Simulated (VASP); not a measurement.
# HfN (F-43m) in VASP: settings compared, part 2 of 2

VASP 6.6.1. Earlier steps stand in the parts before.

### 3 Single point, PBEsol (cell strained at random at fixed volume)

Input file run.py:

```python
from ase.calculators.vasp import Vasp
from ase.dft.bandgap import bandgap
from ase.io import read

atoms = read('HfN.xyz')
calc = Vasp(
    directory='calc',
    xc='pbesol',
    pp='PBE',
    setups='recommended',
    prec='Accurate',
    encut=800,
    ediff=1e-06,
    ismear=0,
    sigma=0.1,
    lreal=False,
    lasph=True,
    nelm=100,
    algo='Fast',
    isif=2,
    lwave=False,
    lcharg=False,
    kpts=[9, 9, 9],
    gamma=True,
)
atoms.calc = calc

print('energy (eV):', atoms.get_potential_energy())
print('free energy (eV):', atoms.get_potential_energy(force_consistent=True))
print('forces (eV/A):')
print(atoms.get_forces())
print('stress (eV/A^3, Voigt):', atoms.get_stress())
print('Fermi level (eV):', calc.get_fermi_level())
gap, top, bottom = bandgap(calc)
print('band gap (eV):', gap, 'from (spin, k, band)', top, 'to', bottom)
```

Input file HfN.xyz:

```xyz
2
Lattice="0.0648870000 2.4962890000 2.5044450000 2.5142880000 0.0506730000 2.5186590000 2.4613470000 2.4575620000 0.1036140000" Properties=species:S:1:pos:R:3 pbc="T T T"
Hf     0.0000000000      0.0000000000      0.0000000000
N      1.2601305000      1.2511310000      1.2816795000
```

Potentials or basis: VASP PAW PBE potentials, release 64 (Hf_pv, N).

Run with:

```sh
$ python run.py
```

Log:

```text
energy (eV): -22.21260652
free energy (eV): -22.21458946
forces (eV/A):
[[ 0.34672066  0.46316014 -0.04730664]
 [-0.34672066 -0.46316014  0.04730664]]
stress (eV/A^3, Voigt): [0.03250915 0.03175613 0.03332752 0.0313379  0.04144267 0.00164966]
Fermi level (eV): 5.58705253
band gap (eV): 0.0 from (spin, k, band) (None, None, None) to (None, None, None)
```

OUTCAR:

```text
ENCUT = 800.000000
   EDIFF = 1.00e-06
   GGA = PS
   PREC = Accurate
   ISIF = 2
   ISMEAR = 0
   NELM = 100
   LASPH = .TRUE.
   LREAL = .FALSE.

 ion  position               nearest neighbor table
   1  0.000  0.000  0.000-   2 2.07   2 2.12   2 2.13   2 2.19
   2  0.250  0.250  0.250-   1 2.07   1 2.12   1 2.13   1 2.19

  LATTYP: Found a triclinic cell.
 ALAT       =     5.9936859620
[... 541 lines left out ...]
  in kB      -52.0854055    -50.8789249    -53.3965785     -2.6430417    -50.2088565    -66.3984772
  external PRESSURE =     -52.1203030 kB  Pullay stress =       0.0000000 kB

 VOLUME and BASIS-vectors are now :
 -----------------------------------------------------------------------------
  energy-cutoff  :      800.00
  volume of cell :       29.59
      direct lattice vectors                 reciprocal lattice vectors
     0.064887000  2.496289000  2.504445000    -0.209033179  0.200727571  0.204631967
     2.514288000  0.050673000  2.518659000     0.199287715 -0.208123121  0.202282052
     2.461347000  2.457562000  0.103614000     0.208218031  0.207307972 -0.212027516

 POSITION                                       TOTAL-FORCE (eV/Angst)
 -----------------------------------------------------------------------------------
      0.00000      0.00000      0.00000         0.346721      0.463160     -0.047307
      1.26013      1.25113      1.28168        -0.346721     -0.463160      0.047307
 -----------------------------------------------------------------------------------
    total drift:                                0.000040     -0.000106     -0.000094

  FREE ENERGIE OF THE ION-ELECTRON SYSTEM (eV)
  ---------------------------------------------------
  free  energy   TOTEN  =       -22.2145894556 eV

  energy  without entropy=      -22.2106235920  energy(sigma->0) =      -22.21260652
```

INCAR:

```text
ENCUT = 800.000000
SIGMA = 0.100000
EDIFF = 1.00e-06
ALGO = Fast
GGA = PS
PREC = Accurate
ISIF = 2
ISMEAR = 0
NELM = 100
LASPH = .TRUE.
LCHARG = .FALSE.
LWAVE = .FALSE.
LREAL = .FALSE.
```

Wall time 3.3 min (1 thread of Intel Xeon Platinum 8488C (Sapphire Rapids), shared host); peak memory 0.41 GiB.

Results:

- Free energy: -22.2146 eV
- Pressure: -5.2 GPa
- Largest force: 0.580 eV/Å
- Band gap on the k mesh: none (metal or under the smearing width)

Forces on the atoms (eV/Å):
```
Hf   0.347  0.463 -0.047
N   -0.347 -0.463  0.047
```

Stress tensor (GPa, compression positive):
```
-5.21 -0.26 -6.64
-0.26 -5.09 -5.02
-6.64 -5.02 -5.34
```

Levels at points of the mesh, in eV from the Fermi level:
```tsv
k point	band 6	band 7	band 8	band 9	band 10	band 11
(0.00, 0.00, 0.00)	-5.44	-5.33	-0.72	2.22	2.24	6.48
```

Caveat: the PAW data sets were made with another functional, which shifts forces and pressure a little.

### 4 Electrostatic potential, PBEsol+rVV10 (atoms moved at random, drawn with an rms of 0.1 Å)

Input file INCAR:

```
SYSTEM = HfN
PREC = Accurate ; ENCUT = 450
EDIFF = 1E-6 ; ISMEAR = -1
SIGMA = 0.02 ; LREAL = .FALSE.
LASPH = .TRUE. ; NELM = 60
ALGO = Normal ; ISIF = 2
LWAVE = .FALSE. ; LCHARG = .TRUE.
GGA = PS ; LUSE_VDW = .TRUE.
IVDW_NL = 2 ; BPARAM = 20.0
CPARAM = 0.0093 ; LVHAR = .TRUE.
```

Input file KPOINTS:

```
Automatic mesh
0
G
  9 9 9
  0 0 0
```

Input file POSCAR:

```
HfN
1.0
    0.0000000000      2.4548220000      2.4548220000
    2.4548220000      0.0000000000      2.4548220000
    2.4548220000      2.4548220000      0.0000000000
Hf N
1 1
Direct
    0.0013890000     -0.0035870000      0.0084710000
    0.2560200000      0.2829830000      0.2320270000
```

Run with:

```sh
$ cat potpaw_PBE.64/Hf_pv/POTCAR potpaw_PBE.64/N/POTCAR > POTCAR
$ mpirun -np 1 vasp_std > vasp.out
```

Wall time 46 s (1 thread of Intel Xeon Platinum 8488C (Sapphire Rapids), shared host); peak memory 0.3 GiB.

It converged, with:

* Free energy: -22.0370 eV
* Largest force: 1.431 eV/Å
* Band gap on the k mesh: none (metal or under the smearing width)

Forces in eV/Å, atoms in the order of the input:
```
Hf   0.428 -0.689  1.179
N   -0.428  0.689 -1.179
```

Levels at points of the mesh, in eV from the Fermi level:
| k point | band 6 | band 7 | band 8 | band 9 | band 10 | band 11 |
| --- | --- | --- | --- | --- | --- | --- |
| (0.00, 0.00, 0.00) | -5.40 | -5.24 | -0.73 | 2.22 | 2.24 | 6.00 |

Caveat: the cutoff is under 1.25 times the usual one of these potentials, so pressure, stress and relaxed cells hold a basis-set (Pulay) error; the PAW data sets were made with another functional, which shifts forces and pressure a little; pairwise dispersion overbinds metals, which lowers pressure and volume. The run has no spin-orbit coupling, so splittings on Hf are missing.

### 5 Single point, PBE

Input file INCAR:

```
SYSTEM = HfN
PREC = Accurate
ENCUT = 450
EDIFF = 1E-6
ISMEAR = 0
SIGMA = 0.02
LREAL = .FALSE.
LASPH = .TRUE.
NELM = 100
ALGO = Fast
ISIF = 2
LWAVE = .FALSE.
LCHARG = .TRUE.
GGA = PE
LELF = .TRUE.
LVHAR = .TRUE.
```

Input file KPOINTS:

```
regular mesh
0
G
  6 6 6
  0 0 0
```

Input file POSCAR:

```
HfN
1.0
    0.0000000000      2.4548220000      2.4548220000
    2.4548220000      0.0000000000      2.4548220000
    2.4548220000      2.4548220000      0.0000000000
Hf N
1 1
Direct
    0.0000000000      0.0000000000      0.0000000000
    0.2500000000      0.2500000000      0.2500000000
```

Potentials or basis: VASP PAW PBE potentials, release 64 (Hf_sv_GW, N_GW).

Run with:

```sh
$ cat potpaw_PBE.64/Hf_sv_GW/POTCAR potpaw_PBE.64/N_GW/POTCAR > POTCAR
$ mpirun -np 1 vasp_std > vasp.out
```

It took 7.7 s on 1 thread of Intel Xeon 6975P-C (Granite Rapids), shared host; peak memory 0.13 GiB.

The run converged. Its results:

| Property | Result |
| --- | --- |
| Free energy | -23.9893 eV |
| Band gap on the k mesh | none (metal or under the smearing width) |

Levels at points of the mesh, in eV from the Fermi level:
```csv
k point,band 5,band 6,band 7,band 8,band 9,band 10,band 11,band 12
"(0.00, 0.00, 0.00)",-16.46,-5.77,-5.77,-5.77,-1.00,1.94,1.94,6.29
"(0.50, 0.00, 0.00)",-15.41,-6.03,-5.18,-5.18,1.23,2.44,2.44,3.97
"(0.50, 0.50, 0.00)",-15.05,-7.20,-3.93,-3.93,-1.44,1.89,3.75,4.36
```

Caveat: the k mesh is coarse (spacing up to 0.37 Å⁻¹), so the values aren't converged; the cutoff is under 1.25 times the usual one of these potentials, so pressure, stress and relaxed cells hold a basis-set (Pulay) error. Spin-orbit coupling is left out, which matters for the levels of Hf.

### 6 The reference run

An earlier run on the cell as given: functional PBEsol; potentials or basis VASP PAW PBE potentials, release 64 (Hf_pv, N); cutoff 520 eV; k mesh 9 × 9 × 9; occupations fermi-dirac, width 0.05 eV; no spin polarisation.

* Pressure: -5.9 GPa
* Band gap on the k mesh: none (metal or under the smearing width)

### 7 Overview

```tsv
task	level	potentials or basis	cell	k mesh	cutoff (eV)	smearing	optimiser	ladder	other keys	mesh quality	gap on the mesh (eV)	pressure (GPa)	largest force (eV/Å)
relaxation of the atoms	PBE+D3	VASP PAW PBE potentials, release 64 (Hf_pv, N)	atoms relaxed from: atoms moved at random, drawn with an rms of 0.1 Å	9 × 9 × 9	520	gaussian 0.01 eV	FIRE	-	-	not flagged	none	-3.8	-
single point	PBEsol	VASP PAW PBE potentials, release 64 (Hf_pv, N)	cell strained at random at fixed volume	9 × 9 × 9	800	gaussian 0.1 eV	-	-	ENCUT = 800	not flagged	none	-5.2	0.58
electrostatic potential	PBEsol+rVV10	VASP PAW PBE potentials, release 64 (Hf_pv, N)	atoms moved at random, drawn with an rms of 0.1 Å	9 × 9 × 9	450	fermi-dirac 0.02 eV	-	-	ENCUT = 450	not flagged	none	-	1.43
single point	PBE	VASP PAW PBE potentials, release 64 (Hf_sv_GW, N_GW)	as given	6 × 6 × 6	450	gaussian 0.02 eV	-	-	-	coarse	none	-	-
single point	PBEsol	VASP PAW PBE potentials, release 64 (Hf_pv, N)	as given	9 × 9 × 9	520	fermi-dirac 0.05 eV	-	free	-	not flagged	none	-5.9	-
```

Alike in all rows: no spin polarisation.

Caveats: some runs use coarse meshes; the PAW data sets were made with another functional, which shifts forces and pressure a little (some runs); pairwise dispersion overbinds metals, which lowers pressure and volume (some runs); the cutoff is under 1.25 times the usual one of these potentials, so pressure, stress and relaxed cells hold a basis-set (Pulay) error (some runs).

Absolute energies hang on the potentials; compare differences alone.
